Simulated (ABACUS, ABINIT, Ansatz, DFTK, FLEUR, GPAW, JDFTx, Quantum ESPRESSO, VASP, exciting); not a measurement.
## One calculation of Ir, 11 ways

```
CELL_PARAMETERS angstrom
-0.00903 1.95837 1.93892
1.89839 0.02290 1.90699
1.89968 1.92773 0.02161
ATOMIC_POSITIONS crystal
Ir 0.99766 0.99684 0.98575
```

The given cell was strained at random by a few per cent at fixed volume.

Alike in all runs: task single point; functional PBE; k mesh 12 × 12 × 12; occupations fermi-dirac, width 0.05 eV; no spin polarisation; no spin-orbit coupling. Pressure is positive in compression and, in plane waves, holds the error of the finite cutoff, which Ansatz's Pulay term estimates and takes out.

```csv
program and potentials,plane-wave cutoff (eV),notes,band gap (eV),pressure (GPa),energy over the undisturbed cell (meV/atom)
"exciting, all-electron LAPW+lo, shipped species files, valence relativity iora*",-,-,no gap,-,13.08
"ABINIT, JTH PAW PBE v2.0",435,15 valence electrons an atom on average,no gap,11.31,12.82
"ABACUS, PseudoDojo NC SR 0.4.1 PBE standard, plane waves",925,17 valence electrons an atom on average,no gap,10.76,12.97
"Ansatz, Ansatz PAW (earlier soft set)",420,17 valence electrons an atom on average; Pulay term of +0.09 GPa included,no gap,11.45,13.02
"VASP, PBE PAW files Ir, 520 eV",520,9 valence electrons an atom on average,no gap,12.19,-
"GPAW, GPAW PAW data sets (gpaw-data 1.2.1)",600,15 valence electrons an atom on average,no gap,10.23,12.94
"JDFTx, PseudoDojo-SR-PBE-0.5-standard",925,17 valence electrons an atom on average,no gap,10.77,12.96
"FLEUR, all-electron, FLAPW",-,-,no gap,-,13.11
"Ansatz, all-electron LAPW, scalar-relativistic",-,-,no gap,11.46,-
"DFTK, PseudoDojo SR PBE 0.4.1 standard (PBE)",1088,17 valence electrons an atom on average,no gap,10.78,-
"Quantum ESPRESSO, SSSP 1.3 efficiency PBE",748,15 valence electrons an atom on average,no gap,10.72,13.08
```

None finds a gap. The pressure spans 10.23 (GPAW, GPAW PAW data sets (gpaw-data 1.2.1)) to 12.19 GPa (VASP, PBE PAW files Ir, 520 eV), with all-electron results at 11.46. The cell lies far from this level's equilibrium.

Differences between rows come from potentials, basis sets and numerical settings, since the functional is the same but for its coding. Runs on potential files found faulty are left out.

Iridium is metallic in every run, as expected for a partly filled 5d band overlapping the broad 6s-6p states. Those same d electrons, filling mostly bonding states, make the metal very stiff, so a small mismatch in volume costs a large pressure. The cell is close to the experimental volume, and the compression therefore largely reflects PBE's known tendency to overestimate the lattice constant of this metal.

Stiffness also explains why the programs differ visibly in pressure yet agree on the strain energy, 12.82 to 13.11 meV/atom: a slight shift in equilibrium volume moves the pressure directly but largely cancels between two cells of equal volume. The three PseudoDojo runs, at 10.76, 10.77 and 10.78 GPa, suggest that the potential matters more than the code. Valence count alone does not order the pressures, since the 15-electron sets run from 10.23 to 11.31 GPa. The positive strain energy fits fcc iridium's resistance to shear, but one mixed distortion cannot separate its elastic constants.
